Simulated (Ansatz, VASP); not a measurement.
Two plane-wave programs on N

```
CELL_PARAMETERS angstrom
9.00000 0.00000 0.00000
0.00000 9.20000 0.00000
0.00000 0.00000 10.10000
ATOMIC_POSITIONS crystal
N 0.50000 0.50000 0.44588
N 0.50000 0.50000 0.55412
```

Alike in both runs: functional LDA; k mesh 1 × 1 × 1; occupations fermi-dirac, width 0.01 eV; no spin polarisation.

Ansatz relaxed the structure, and its values are those at the end. VASP's run is a single point on that final structure, the one shown.

```csv
,VASP,Ansatz
version,VASP 6.6.1,Ansatz 0.2.0
potentials or method,"VASP PAW LDA potentials, release 64 (N)","PAW with Ansatz's default frozen-core files, scalar-relativistic"
plane-wave cutoff (eV),520,420
valence electrons in the cell,10,10
```

VASP gave:

| Item | Value |
| --- | --- |
| gap on the k mesh at the Fermi level (eV) | 8.21 |
| rms of the force components (eV/Å) | 0.891 |

Problem. Which values does Ansatz return?

Solution. gap on the k mesh at the Fermi level (eV): 8.25; rms of the force components (eV/Å): 0.000.

One of these differences is far larger than is usual between the two programs; its cause wasn't traced. Ansatz warned: «stress_scf_threshold_loose».

Caveats: the standard files for N, O and F lose accuracy on very short bonds.
